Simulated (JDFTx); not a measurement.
# AlFe (Pm-3m) in JDFTx: notebook

Runs on AlFe. Level: PBE. Tasks: relaxation of cell and atoms.

All numbers are computed with JDFTx 1.7.0 (patched build); they aren't measurements. Logs are shortened: lines on timing, memory, paths and dates and some standing lists are left out, and cuts for length are marked. The log counts tension as positive stress, the text compression.

## (1) Starting point

It takes space group Pm-3m (No. 221, cubic). The conventional cell has a = 2.910 Å, b = 2.910 Å, c = 2.910 Å, α = 90.00°, β = 90.00°, γ = 90.00°. Fe (site symmetry m-3m) is surrounded by 8 Al at 2.52 Å. Al (site symmetry m-3m) has 8 Fe at 2.52 Å as nearest neighbours.

## (2) Relaxation of cell and atoms, PBE

File AlFe.in:

```
lattice \
    5.4991030227     0.0000000000     0.0000000000 \
    0.0000000000     5.4991030227     0.0000000000 \
    0.0000000000     0.0000000000     5.4991030227
coords-type Cartesian
ion Fe     2.7495515113     2.7495515113     2.7495515113 1
ion Al     0.0000000000     0.0000000000     0.0000000000 1

ion-species pseudo/Fe.upf
ion-species pseudo/Al.upf
elec-cutoff 45 360
elec-ex-corr gga-PBE
kpoint-folding 7 7 7
elec-smearing Fermi 0.0018374661
elec-n-bands 15
electronic-SCF nIterations 100 energyDiffThreshold 1e-09
electronic-minimize nIterations 30 energyDiffThreshold 1e-7
forces-output-coords Cartesian
lattice-minimize nIterations 40 energyDiffThreshold 1e-6

dump-name run.$VAR
dump End Ecomponents EigStats BandEigs Kpoints Forces Stress
```

Potentials or basis: PseudoDojo-SR-PBE-0.5-standard with smoothed tails.

Run with:

```sh
$ jdftx -c 1 -i AlFe.in -o AlFe.out
```

Standard output:

```text
*************** JDFTx 1.7.0 (patched build) ***************

Input parsed successfully to the following command list (including defaults):
[... the input with its defaults ...]

---------- Setting up symmetries ----------

Found 48 point-group symmetries of the bravais lattice
Found 48 space-group symmetries with basis
Applied RMS atom displacement 4.33013e-11 bohrs to make symmetries exact.

---------- Initializing the Grid ----------
R =
[       5.4991            0            0  ]
[            0       5.4991            0  ]
[            0            0       5.4991  ]
unit cell volume = 166.294
G =
[    1.14258          0          0  ]
[          0    1.14258          0  ]
[          0          0    1.14258  ]
Minimum fftbox size, Smin = [  48  48  48  ]
Chosen fftbox size, S = [  48  48  48  ]

---------- Initializing tighter grid for wavefunction operations ----------
R =
[       5.4991            0            0  ]
[            0       5.4991            0  ]
[            0            0       5.4991  ]
unit cell volume = 166.294
G =
[    1.14258          0          0  ]
[          0    1.14258          0  ]
[          0          0    1.14258  ]
Minimum fftbox size, Smin = [  36  36  36  ]
Chosen fftbox size, S = [  36  36  36  ]

---------- Exchange Correlation functional ----------
Initalized PBE GGA exchange.
Initalized PBE GGA correlation.

---------- Setting up pseudopotentials ----------
Width of ionic core gaussian charges (only for fluid interactions / plotting) set to 0

Reading pseudopotential file 'pseudo/Fe.upf':
  'Fe' pseudopotential, 'PBE' functional
  Generated using ONCVPSP code by D. R. Hamann
  16 valence electrons, 4 orbitals, 6 projectors, 1001 radial grid points, with lMax = 2
    3S    l: 0   occupation:  2.0   eigenvalue: -3.455091
    3P    l: 1   occupation:  6.0   eigenvalue: -2.206534
    3D    l: 2   occupation:  6.0   eigenvalue: -0.275801
    4S    l: 0   occupation:  2.0   eigenvalue: -0.194482
  Core radius for overlap checks: 1.56 bohrs.

Reading pseudopotential file 'pseudo/Al.upf':
  'Al' pseudopotential, 'PBE' functional
  Generated using ONCVPSP code by D. R. Hamann
  3 valence electrons, 2 orbitals, 6 projectors, 1001 radial grid points, with lMax = 2
    3S    l: 0   occupation:  2.0   eigenvalue: -0.284914
    3P    l: 1   occupation:  1.0   eigenvalue: -0.099668
  Core radius for overlap checks: 1.74 bohrs.

Initialized 2 species with 2 total atoms.

Folded 1 k-points by 7x7x7 to 343 k-points.

---------- Setting up k-points, bands, fillings ----------
Reduced to 20 k-points under symmetry.
Computing the number of bands and number of electrons
Calculating initial fillings.
nElectrons:  19.000000   nBands: 15   nStates: 20

----- Setting up reduced wavefunction bases (one per k-point) -----
average nbasis = 2398.184 , ideal nbasis = 2397.664

---------- Setting up ewald sum ----------
Optimum gaussian width for ewald sums = 1.954476 bohr.
Real space sum over 1331 unit cells with max indices [  5  5  5  ]
Reciprocal space sum over 2197 terms with max indices [  6  6  6  ]

---------- Allocating electronic variables ----------
Initializing wave functions:  linear combination of atomic orbitals
Note: number of bands (15) exceeds available atomic orbitals (14)
Fe pseudo-atom occupations:   s ( 2 0 )  p ( 6 )  d ( 8 )
Al pseudo-atom occupations:   s ( 2 )  p ( 1 )
	FillingsUpdate:  mu: +0.156200238  nElectrons: 19.000000
LCAOMinimize: Iter:   0  F: -118.8356695726345720  |grad|_K:  8.286e-02  alpha:  1.000e+00
	FillingsUpdate:  mu: +1.376852582  nElectrons: 19.000000
LCAOMinimize: Iter:   1  F: -120.5213661557250049  |grad|_K:  2.789e-02  alpha:  5.132e-01  linmin:  1.913e-01  cgtest: -2.643e+00
LCAOMinimize: 	Bad step direction: g.d > 0.
[... 23 lines of inner loops ...]
LCAOMinimize: 	Predicted alpha/alphaT>3.000000, increasing alphaT to 6.684814e-01.
	FillingsUpdate:  mu: +0.549800204  nElectrons: 19.000000
LCAOMinimize: Iter:   9  F: -123.9468839367657438  |grad|_K:  2.589e-08  alpha:  9.578e-01  linmin: -7.182e-03  cgtest: -8.270e-03
LCAOMinimize: Converged (|Delta F|<1.000000e-06 for 2 iters).

--------- Lattice Minimization ---------

-------- Electronic minimization -----------
Will mix electronic density at each iteration.
	FillingsUpdate:  mu: +0.549800204  nElectrons: 19.000000
	FillingsUpdate:  mu: +0.536393700  nElectrons: 19.000000
SCF: Cycle:  0   F: -123.924751933768832   dF: +2.213e-02   |Residual|: 3.209e-01   |deigs|: 1.875e-01
	FillingsUpdate:  mu: +0.429070170  nElectrons: 19.000000
SCF: Cycle:  1   F: -123.778095826856301   dF: +1.467e-01   |Residual|: 3.875e-01   |deigs|: 1.028e-01
	FillingsUpdate:  mu: +0.497472130  nElectrons: 19.000000
SCF: Cycle:  2   F: -124.052585563232896   dF: -2.745e-01   |Residual|: 5.110e-02   |deigs|: 6.336e-02
	FillingsUpdate:  mu: +0.491970965  nElectrons: 19.000000
SCF: Cycle:  3   F: -124.054349103372047   dF: -1.764e-03   |Residual|: 7.760e-03   |deigs|: 6.209e-03
	FillingsUpdate:  mu: +0.491137891  nElectrons: 19.000000
SCF: Cycle:  4   F: -124.054407281414328   dF: -5.818e-05   |Residual|: 2.376e-03   |deigs|: 9.986e-04
	FillingsUpdate:  mu: +0.491237873  nElectrons: 19.000000
SCF: Cycle:  5   F: -124.054411149148805   dF: -3.868e-06   |Residual|: 8.916e-04   |deigs|: 2.238e-04
	FillingsUpdate:  mu: +0.491107679  nElectrons: 19.000000
SCF: Cycle:  6   F: -124.054412727718869   dF: -1.579e-06   |Residual|: 2.605e-04   |deigs|: 1.568e-04
	FillingsUpdate:  mu: +0.491127269  nElectrons: 19.000000
SCF: Cycle:  7   F: -124.054413109665973   dF: -3.819e-07   |Residual|: 3.960e-05   |deigs|: 5.781e-05
	FillingsUpdate:  mu: +0.491128705  nElectrons: 19.000000
SCF: Cycle:  8   F: -124.054413219719422   dF: -1.101e-07   |Residual|: 5.712e-05   |deigs|: 9.320e-05
	FillingsUpdate:  mu: +0.491127549  nElectrons: 19.000000
SCF: Cycle:  9   F: -124.054413252849429   dF: -3.313e-08   |Residual|: 9.765e-05   |deigs|: 3.868e-04
	FillingsUpdate:  mu: +0.491133500  nElectrons: 19.000000
SCF: Cycle: 10   F: -124.054413264194309   dF: -1.134e-08   |Residual|: 3.197e-05   |deigs|: 5.591e-04
	FillingsUpdate:  mu: +0.491133022  nElectrons: 19.000000
SCF: Cycle: 11   F: -124.054413267032061   dF: -2.838e-09   |Residual|: 2.378e-05   |deigs|: 4.738e-05
	FillingsUpdate:  mu: +0.491132993  nElectrons: 19.000000
SCF: Cycle: 12   F: -124.054413268198331   dF: -1.166e-09   |Residual|: 1.950e-05   |deigs|: 4.407e-05
	FillingsUpdate:  mu: +0.491133168  nElectrons: 19.000000
SCF: Cycle: 13   F: -124.054413268374574   dF: -1.762e-10   |Residual|: 2.240e-05   |deigs|: 6.899e-05
	FillingsUpdate:  mu: +0.491132128  nElectrons: 19.000000
SCF: Cycle: 14   F: -124.054413268724701   dF: -3.501e-10   |Residual|: 1.574e-05   |deigs|: 6.067e-05
SCF: Converged (|Delta E|<1.000000e-09 for 2 iters).
[... 19 lines left out ...]
# Ionic positions in cartesian coordinates:
ion Fe   2.749551511325000   2.749551511325000   2.749551511325000 1
ion Al  -0.000000000025000  -0.000000000025000  -0.000000000025000 1

# Forces in Cartesian coordinates:
force Fe   0.000000000000000  -0.000000000000000  -0.000000000000000 1
force Al  -0.000000000000000   0.000000000000000  -0.000000000000000 1

# Energy components:
   Eewald =      -75.3640804476223849
       EH =       42.8936085118463595
     Eloc =     -128.2469430143771660
      Enl =       -6.5018433423211359
      Exc =      -18.8868384372603977
 Exc_core =        3.6204903947039559
       KE =       58.4320100036753161
-------------------------------------
     Etot =     -124.0535963313554646
       TS =        0.0008169373692355
-------------------------------------
        F =     -124.0544132687247014

LatticeMinimize: Iter:   0  F: -124.054413268724701  |grad|_K:  1.297e-02

#--- Lowdin population analysis ---
# oxidation-state Fe +0.426
# oxidation-state Al -0.274

-------- Electronic minimization -----------
Will mix electronic density at each iteration.
	FillingsUpdate:  mu: +0.491132128  nElectrons: 19.000000
	FillingsUpdate:  mu: +0.493778466  nElectrons: 19.000000
SCF: Cycle:  0   F: -124.054570367266038   dF: -4.349e-05   |Residual|: 1.429e-03   |deigs|: 6.023e-05
	FillingsUpdate:  mu: +0.493162262  nElectrons: 19.000000
SCF: Cycle:  1   F: -124.054567573453738   dF: +2.794e-06   |Residual|: 2.236e-03   |deigs|: 5.477e-04
	FillingsUpdate:  mu: +0.493485172  nElectrons: 19.000000
SCF: Cycle:  2   F: -124.054574610987089   dF: -7.038e-06   |Residual|: 4.349e-04   |deigs|: 2.957e-04
	FillingsUpdate:  mu: +0.493544168  nElectrons: 19.000000
SCF: Cycle:  3   F: -124.054574694864144   dF: -8.388e-08   |Residual|: 2.913e-04   |deigs|: 7.317e-05
	FillingsUpdate:  mu: +0.493523922  nElectrons: 19.000000
SCF: Cycle:  4   F: -124.054574756575377   dF: -6.171e-08   |Residual|: 1.539e-04   |deigs|: 2.297e-05
	FillingsUpdate:  mu: +0.493512640  nElectrons: 19.000000
SCF: Cycle:  5   F: -124.054574772866857   dF: -1.629e-08   |Residual|: 6.439e-05   |deigs|: 1.358e-05
	FillingsUpdate:  mu: +0.493507236  nElectrons: 19.000000
SCF: Cycle:  6   F: -124.054574776225252   dF: -3.358e-09   |Residual|: 1.604e-05   |deigs|: 6.951e-06
	FillingsUpdate:  mu: +0.493506607  nElectrons: 19.000000
SCF: Cycle:  7   F: -124.054574776573190   dF: -3.479e-10   |Residual|: 8.619e-06   |deigs|: 2.624e-06
	FillingsUpdate:  mu: +0.493505375  nElectrons: 19.000000
SCF: Cycle:  8   F: -124.054574776789835   dF: -2.166e-10   |Residual|: 6.937e-07   |deigs|: 2.788e-06
SCF: Converged (|Delta E|<1.000000e-09 for 2 iters).

Setting wave functions to eigenvectors of Hamiltonian
LatticeMinimize: 	Wolfe criterion not satisfied: alpha: 1  (E-E0)/|gdotd0|: -0.959377  gdotd/gdotd0: 0.913829 (taking cubic step)

-------- Electronic minimization -----------
Will mix electronic density at each iteration.
	FillingsUpdate:  mu: +0.493505375  nElectrons: 19.000000
	FillingsUpdate:  mu: +0.498853300  nElectrons: 19.000000
SCF: Cycle:  0   F: -124.054833886425286   dF: -1.753e-04   |Residual|: 2.965e-03   |deigs|: 1.203e-04
	FillingsUpdate:  mu: +0.497579697  nElectrons: 19.000000
SCF: Cycle:  1   F: -124.054822611694888   dF: +1.127e-05   |Residual|: 4.564e-03   |deigs|: 1.131e-03
	FillingsUpdate:  mu: +0.498245313  nElectrons: 19.000000
SCF: Cycle:  2   F: -124.054851961145758   dF: -2.935e-05   |Residual|: 8.596e-04   |deigs|: 6.093e-04
	FillingsUpdate:  mu: +0.498361623  nElectrons: 19.000000
SCF: Cycle:  3   F: -124.054852299795158   dF: -3.386e-07   |Residual|: 5.653e-04   |deigs|: 1.434e-04
	FillingsUpdate:  mu: +0.498321948  nElectrons: 19.000000
SCF: Cycle:  4   F: -124.054852536000311   dF: -2.362e-07   |Residual|: 3.057e-04   |deigs|: 4.396e-05
	FillingsUpdate:  mu: +0.498298908  nElectrons: 19.000000
SCF: Cycle:  5   F: -124.054852601559048   dF: -6.556e-08   |Residual|: 1.269e-04   |deigs|: 2.673e-05
	FillingsUpdate:  mu: +0.498288406  nElectrons: 19.000000
SCF: Cycle:  6   F: -124.054852614614006   dF: -1.305e-08   |Residual|: 3.227e-05   |deigs|: 1.264e-05
	FillingsUpdate:  mu: +0.498286465  nElectrons: 19.000000
SCF: Cycle:  7   F: -124.054852616246336   dF: -1.632e-09   |Residual|: 1.484e-05   |deigs|: 2.628e-06
	FillingsUpdate:  mu: +0.498284691  nElectrons: 19.000000
SCF: Cycle:  8   F: -124.054852617005935   dF: -7.596e-10   |Residual|: 3.339e-06   |deigs|: 2.138e-06
	FillingsUpdate:  mu: +0.498284616  nElectrons: 19.000000
SCF: Cycle:  9   F: -124.054852617142444   dF: -1.365e-10   |Residual|: 4.342e-06   |deigs|: 1.268e-06
SCF: Converged (|Delta E|<1.000000e-09 for 2 iters).

Setting wave functions to eigenvectors of Hamiltonian
# Lattice vectors:
R =
[      5.47665            0            0  ]
[            0      5.47665            0  ]
[            0            0      5.47665  ]
unit cell volume = 164.265
[... 210 lines left out ...]
# Ionic positions in cartesian coordinates:
ion Fe   2.709437555361798   2.709437555361798   2.709437555361798 1
ion Al  -0.000000000024635  -0.000000000024635  -0.000000000024635 1

# Forces in Cartesian coordinates:
force Fe   0.000000000000000   0.000000000000000   0.000000000000000 1
force Al  -0.000000000000000   0.000000000000000  -0.000000000000000 1

# Energy components:
   Eewald =      -76.4798660461135427
       EH =       42.2486949750930521
     Eloc =     -126.5299774828239663
      Enl =       -6.4756814047913087
      Exc =      -18.9168196231891521
 Exc_core =        3.6204913268232453
       KE =       58.4785799393507872
-------------------------------------
     Etot =     -124.0545783156509003
       TS =        0.0007589708517343
-------------------------------------
        F =     -124.0553372865026347

LatticeMinimize: Iter:   4  F: -124.055337286502635  |grad|_K:  7.660e-06  alpha:  1.000e+00  linmin: -1.000e+00
LatticeMinimize: Converged (|Delta F|<1.000000e-06 for 2 iters).

#--- Lowdin population analysis ---
# oxidation-state Fe +0.411
# oxidation-state Al -0.258

Dumping 'run.eigStats' ...
	eMin: -2.651408 at state 0 ( [ +0.000000 +0.000000 +0.000000 ] spin 0 )
	HOMO: +0.514744 at state 1 ( [ +0.000000 +0.000000 +0.142857 ] spin 0 )
	mu  : +0.517191
	LUMO: +0.517832 at state 4 ( [ +0.000000 +0.142857 +0.142857 ] spin 0 )
	eMax: +1.058432 at state 9 ( [ +0.000000 +0.428571 +0.428571 ] spin 0 )
	HOMO-LUMO gap: +0.003089
	Optical gap  : +0.003801 at state 4 ( [ +0.000000 +0.142857 +0.142857 ] spin 0 )
Done!
```

It took 65 s on 1 thread of Intel Xeon 6975P-C (Granite Rapids), shared host; peak memory 0.08 GiB.

Results:

| Property | Result |
| --- | --- |
| Free energy | -3375.7177 eV |
| Relaxed volume | 11.79 Å³/atom |
| Relaxed cell | a = 2.868 Å, b = 2.868 Å, c = 2.868 Å, α = 90.00°, β = 90.00°, γ = 90.00° |
| Space group after relaxing (to 0.05 Å) | Pm-3m (No. 221) |
| Energy gained by relaxing | 12.6 meV/atom |
| Ionic steps | 5 |
| Pressure after relaxing | 0.0 GPa |
| Band gap on the k mesh | none (metal or under the smearing width) |
| Loewdin charges | Fe +0.41; Al -0.26 e |

Step by step:
```tsv
step	energy change (eV)	largest force (eV/Å)	pressure (GPa)	volume (Å³)
1	0.0000	0.0000	-7.29	24.64
2	-0.0120	0.0000	-5.40	24.34
3	-0.0251	0.0000	0.15	23.56
4	-0.0251	0.0000	0.01	23.58
5	-0.0251	0.0000	0.00	23.58
```

Final structure:
```
CELL_PARAMETERS angstrom
2.86755 0.00000 0.00000
0.00000 2.86755 0.00000
0.00000 0.00000 2.86755
ATOMIC_POSITIONS crystal
Fe 0.50000 0.50000 0.50000
Al 0.00000 0.00000 0.00000
```

## (3) Relaxation of cell and atoms, PBE, collinear spin, ferromagnetic start

AlFe.in: that of step 2 with these lines changed.

```diff
@@ -14,3 +14,6 @@
 elec-smearing Fermi 0.0018374661
-elec-n-bands 15
+elec-n-bands 17
+spintype z-spin
+initial-magnetic-moments Fe 3
+elec-initial-magnetization 3 no
 electronic-SCF nIterations 100 energyDiffThreshold 1e-09
```

Potentials or basis: PseudoDojo-SR-PBE-0.5-standard with smoothed tails.

Run with:

```sh
$ jdftx -c 1 -i AlFe.in -o AlFe.out
```

It took 2.1 min on 1 thread of Intel Xeon 6975P-C (Granite Rapids), shared host; peak memory 0.13 GiB.

It converged, with:

* Free energy: -3375.7525 eV
* Relaxed volume: 11.89 Å³/atom
* Relaxed cell: a = 2.876 Å, b = 2.876 Å, c = 2.876 Å, α = 90.00°, β = 90.00°, γ = 90.00°
* Space group after relaxing (to 0.05 Å): Pm-3m (No. 221)
* Energy gained by relaxing: 7.9 meV/atom
* Ionic steps: 5
* Pressure after relaxing: 0.0 GPa
* Band gap on the k mesh: none (metal or under the smearing width)
* Net moment: 0.78 μB per cell
* Absolute moment: 0.94 μB per cell
* Site moments: Fe +0.88; Al -0.09 μB
* Loewdin charges: Fe +0.43; Al -0.27 e

Step by step:
| step | energy change (eV) | largest force (eV/Å) | pressure (GPa) | volume (Å³) |
| --- | --- | --- | --- | --- |
| 1 | 0.0000 | 0.0000 | -5.73 | 24.64 |
| 2 | -0.0074 | 0.0000 | -4.24 | 24.41 |
| 3 | -0.0157 | 0.0000 | 0.03 | 23.78 |
| 4 | -0.0157 | 0.0000 | -0.02 | 23.79 |
| 5 | -0.0157 | 0.0000 | 0.00 | 23.79 |

Final structure:
```cif
data_structure
_symmetry_space_group_name_H-M 'P 1'
_symmetry_Int_Tables_number 1
_cell_length_a 2.8759
_cell_length_b 2.8759
_cell_length_c 2.8759
_cell_angle_alpha 90.000
_cell_angle_beta 90.000
_cell_angle_gamma 90.000
_cell_volume 23.79
loop_
_atom_site_label
_atom_site_type_symbol
_atom_site_fract_x
_atom_site_fract_y
_atom_site_fract_z
_atom_site_occupancy
Fe1 Fe 0.50000 0.50000 0.50000 1
Al1 Al 0.00000 0.00000 0.00000 1
```

Levels at points of the mesh, in eV from the Fermi level:
Spin up:
```
           k point  band 7  band 8  band 9  band 10  band 11
(0.00, 0.00, 0.00)   -2.68   -0.53   -0.53    -0.53     6.23
```
Spin down:
| k point | band 5 | band 6 | band 7 | band 8 | band 9 | band 10 | band 11 |
| --- | --- | --- | --- | --- | --- | --- | --- |
| (0.00, 0.00, 0.00) | -10.54 | -2.18 | -2.18 | 0.46 | 0.46 | 0.46 | 6.22 |
